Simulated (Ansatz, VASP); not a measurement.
# InP: VASP beside Ansatz, part 2 of 2

Aim: how closely do two programs agree when they are given the same cell, functional and k mesh? The cell is taken from a series of runs on this material, whose earlier steps may have relaxed, scaled, displaced or heated it; both programs get it as it stands.

VASP 6.6.1 and Ansatz 0.2.0.

So far. Step 5 (VASP: single point, r2SCAN, pair 2): The run ends at a pressure of 2.58 GPa, with forces up to 0.0021 eV/Å.

## (6) Ansatz: single point, r2SCAN, pair 2

Level of this step: Ansatz beside VASP: Kohn-Sham DFT, plane waves, r2SCAN (Ansatz).

The same cell, functional, mesh and smearing now go to Ansatz, which takes its cutoff from its data sets.

The cell is taken from a series of runs on this material, whose earlier steps may have relaxed, scaled, displaced or heated it; both programs get it as it stands.

Input file input.yaml:

```yaml
crystal:
  lattice:
    - [-2.0514546558, -2.901195, 2.0885396738]
    - [2.0514546558, -2.901195, 2.0885396738]
    - [0.0, 0.0, 4.1770793475]
  atoms:
    - { symbol: In, position: [-0.0016490019, -0.0016490019, 0.0016490019] }
    - { symbol: P, position: [0.7516490019, 0.7516490019, 0.7483509981] }
kpoints:
  mp_grid: { grid: [6, 6, 6] }
  band_path:
    path:
      - [[0.0, 0.0, 0.0], [-0.5, -0.5, 0.0], [-0.625, -0.375, 0.0]]
      - [[-0.375, 0.375, 0.0], [0.0, 0.0, 0.0], [-0.37881657, -0.37881657, -0.75763315]]
      - [[-0.62118343, -0.62118343, -0.24236685], [-0.5, -0.5, 0.0]]
      - [[0.0, 0.0, 0.0], [-0.5, 0.0, 0.0], [-0.75, -0.25, -0.5], [-0.5, -0.5, -0.5], [0.0, 0.0, 0.0], [-0.5, 0.0, -0.5], [-0.75, -0.25, -0.5]]
    npoints: 10
hamiltonian:
  xc: r2scan
scf:
  occupations: { method: fermi_dirac, width: 0.02 }
  n_extra_bands: 30
output:
  eigenvalues: true
  fatbands: true
```

Run with:

```console
ansatz run input.yaml --threads 14 --pin off --max-ram 73728MiB --backend cpu --events-out ev --progress --plain --runs-dir out
```

Numbers of over 12 decimals in the logs are rounded to 6 here.

Log:

```text
[...]
Crystal: 2 atoms, lattice volume = 49.721 Å³
Basis set: ecut = 500 eV, 1251 PW (Γ), exchange–correlation on 128×128×128 points (64 copies of the dense FFT grid, shifted against one another)
Bands: 39, of which v1, the nominal top of the filled ones, is band 9 counted from 1 (8 counted from 0)
Symmetry: 4 space group operations
[...]
k-points: 46 of 216 (time reversal used)
[...]
--- Band table (eV; the first three rows and the last of 46) ---
  k-point 0: bands = [... 5 lower, -5.1055, 6.9035, 7.0071, 7.0296, 8.2072, 11.3128, 11.4027, 11.5094, ... 26 higher]
  k-point 1: bands = [... 5 lower, -4.7742, 4.7506, 6.6668, 6.7089, 9.2604, 11.7592, 11.9105, 11.9453, ... 26 higher]
  k-point 2: bands = [... 5 lower, -3.9238, 2.2315, 6.1870, 6.2051, 9.1120, 12.2348, 12.2366, 13.7374, ... 26 higher]
  k-point 45: bands = [... 5 lower, -2.5453, 1.0845, 4.3941, 4.5911, 8.8860, 9.5002, 17.0096, 17.3197, ... 26 higher]
[key lines of the parts left out:]
SCF converged after 6 iterations
Free energy (F): -6371.711999 eV
Fermi energy:    7.621262 eV
```

## (7) Comparison

Compared:

```
              quantity  Ansatz   VASP  difference
gap on the k mesh (eV)   1.178  1.182      -0.004
```

A gap on the mesh is an upper bound, since the band edges may lie between its points.

## (8) VASP: single point, r2SCAN, pair 3

With cell and atoms fixed, the geometry can't cause a difference; cores, projectors, grids and the points listed under the comparison can. The cell compared in this pair holds 50.03 Å³, against 49.72 Å³ for the pair before.

Input file INCAR:

```
SYSTEM = InP
PREC = Accurate
ENCUT = 440
EDIFF = 1E-06
NELM = 120
ISMEAR = -1
SIGMA = 0.02
LREAL = .FALSE.
ALGO = Normal
METAGGA = R2SCAN
LASPH = .TRUE.
NBANDS = 15
LORBIT = 11
LWAVE = .FALSE.
LCHARG = .FALSE.
ISIF = 2
GGA_COMPAT = .FALSE.
EFERMI = MIDGAP
LMIXTAU = .TRUE.
KPAR = 2
```

Input file POSCAR:

```
InP
1.0
   -2.0618155379     -2.9158475000      2.0803724714
    2.0618155379     -2.9158475000      2.0803724714
    0.0000000000      0.0000000000      4.1607449428
In P
1 1
Direct
    0.9991530002      0.9991530002      0.0008469998
    0.7508469998      0.7508469998      0.7491530002
```

Input file KPOINTS:

```
Automatic mesh
0
Gamma
6 6 6
0 0 0
```

The projector-augmented-wave data sets are In_d and P (PBE family, release 64).

Run with:

```console
mpirun -np 2 vasp_std
```

Log:

```text
[... set-up lines as in an earlier step ...]
 entering main loop
       N       E                     dE             d eps       ncg     rms          rms(c)
DAV:   1     0.829995017737E+02    0.83000E+02   -0.79110E+03  1394   0.122E+03
DAV:   2    -0.284731402025E+02   -0.11147E+03   -0.10751E+03  1513   0.295E+02
DAV:   3    -0.356706754562E+02   -0.71975E+01   -0.71538E+01  1758   0.789E+01
DAV:   4    -0.358743660636E+02   -0.20369E+00   -0.20362E+00  1833   0.141E+01
[...]
DAV:  15    -0.322776148672E+02   -0.13459E-02   -0.40173E-04  1408   0.221E-01    0.223E-02
DAV:  16    -0.322776517344E+02   -0.36867E-04   -0.22563E-05  1821   0.461E-02    0.144E-02
DAV:  17    -0.322776519642E+02   -0.22981E-06   -0.56709E-07  1336   0.611E-03
   1 F= -.32277652E+02 E0= -.32277652E+02  d E =-.250331E-14
```

OUTCAR, selected parts (step 8):

```text
  Total        0.7614464      0.6952883      0.5088477      0.0000000      0.0000000      0.0000000
  in kB       24.3856429     22.2669024     16.2960631      0.0000000      0.0000000      0.0000000
  external PRESSURE =      20.9828695 kB  Pullay stress =       0.0000000 kB

 POSITION                                       TOTAL-FORCE (eV/Angst)
 -----------------------------------------------------------------------------------
      0.00000     -5.82676      4.16074         0.000000     -0.004674     -0.000000
      0.00000     -4.37871      6.24112         0.000000      0.004674      0.000000
 -----------------------------------------------------------------------------------
    total drift:                                0.000000      0.000189      0.000001

  FREE ENERGIE OF THE ION-ELECTRON SYSTEM (eV)
  ---------------------------------------------------
  free  energy   TOTEN  =       -32.2776519642 eV

  energy  without entropy=      -32.2776519642  energy(sigma->0) =      -32.27765196

[... 1 part as in an earlier step ...]

[... 2 further parts left out ...]
[key lines of the parts left out:]
E-fermi :   5.6984
```

The run ends at a pressure of 2.10 GPa, with forces up to 0.0047 eV/Å.

## (9) Ansatz: single point, r2SCAN, pair 3

The same cell, functional, mesh and smearing now go to Ansatz, which takes its cutoff from its data sets.

The cell is taken from a series of runs on this material, whose earlier steps may have relaxed, scaled, displaced or heated it; both programs get it as it stands.

Input file input.yaml:

```yaml
crystal:
  lattice:
    - [-2.0618155379, -2.9158475, 2.0803724714]
    - [2.0618155379, -2.9158475, 2.0803724714]
    - [0.0, 0.0, 4.1607449428]
  atoms:
    - { symbol: In, position: [-0.0008469998, -0.0008469998, 0.0008469998] }
    - { symbol: P, position: [0.7508469998, 0.7508469998, 0.7491530002] }
kpoints:
  mp_grid: { grid: [6, 6, 6] }
  band_path:
    path:
      - [[0.0, 0.0, 0.0], [-0.5, -0.5, 0.0], [-0.625, -0.375, 0.0]]
      - [[-0.375, 0.375, 0.0], [0.0, 0.0, 0.0], [-0.37689152, -0.37689152, -0.75378305]]
      - [[-0.62310848, -0.62310848, -0.24621695], [-0.5, -0.5, 0.0]]
      - [[0.0, 0.0, 0.0], [-0.5, 0.0, 0.0], [-0.75, -0.25, -0.5], [-0.5, -0.5, -0.5], [0.0, 0.0, 0.0], [-0.5, 0.0, -0.5], [-0.75, -0.25, -0.5]]
    npoints: 10
hamiltonian:
  xc: r2scan
scf:
  occupations: { method: fermi_dirac, width: 0.02 }
  n_extra_bands: 30
output:
  eigenvalues: true
  fatbands: true
```

Run with:

```console
ansatz run input.yaml --threads 14 --pin off --max-ram 73728MiB --backend cpu --events-out ev --progress --plain --runs-dir out
```

Log:

```text
[...]
Crystal: 2 atoms, lattice volume = 50.028 Å³
Basis set: ecut = 500 eV, 1243 PW (Γ), exchange–correlation on 128×128×128 points (64 copies of the dense FFT grid, shifted against one another)
Bands: 39, of which v1, the nominal top of the filled ones, is band 9 counted from 1 (8 counted from 0)
Symmetry: 4 space group operations
[...]
k-points: 46 of 216 (time reversal used)
[...]
--- Band table (eV; the first three rows and the last of 46) ---
  k-point 0: bands = [... 5 lower, -5.1414, 6.8615, 6.9149, 6.9259, 8.0977, 11.2788, 11.3216, 11.3763, ... 26 higher]
  k-point 1: bands = [... 5 lower, -4.8110, 4.7016, 6.5867, 6.6084, 9.1365, 11.7259, 11.8034, 11.8223, ... 26 higher]
  k-point 2: bands = [... 5 lower, -3.9625, 2.1937, 6.1011, 6.1109, 8.9773, 12.1351, 12.1396, 13.6484, ... 26 higher]
  k-point 45: bands = [... 5 lower, -2.6211, 1.0134, 4.4016, 4.5005, 8.8643, 9.4185, 16.8560, 17.2137, ... 26 higher]
[key lines of the parts left out:]
SCF converged after 6 iterations
Free energy (F): -6371.718590 eV
Fermi energy:    7.516587 eV
```

## (10) Differences

Both answers:

```
              quantity  Ansatz   VASP  difference
gap on the k mesh (eV)   1.172  1.176      -0.004
```

A gap on the mesh is an upper bound, since the band edges may lie between its points.

## (11) Outcome

* difference in gap on the k mesh (single point, r2SCAN, pair 1): -0.0035 eV
* difference in gap on the k mesh (single point, r2SCAN, pair 2): -0.0043 eV
* difference in gap on the k mesh (single point, r2SCAN, pair 3): -0.0045 eV

The difference in gap on the k mesh is -0.0045 eV (single point, r2SCAN, pair 3), within the 0.08 eV picked in this series as the mark of a large difference. 3 further runs of this series are not shown here. Such differences can come from data sets, numerical settings and the points named under the comparisons, not from the functional's error against experiment.

[Lines on the potential files, build, host, timing and source positions are cut from VASP's logs without a mark.]

[Logs are printed without paths, hosts, clocks, repeated set-up lines and the standing remarks that a program may print on its own settings, such as how far it seeks lower states.]

[Hosts, paths, dates, database ids (printed as entryN), source tags and the programs' standing remarks are cut or masked in the printed files.]
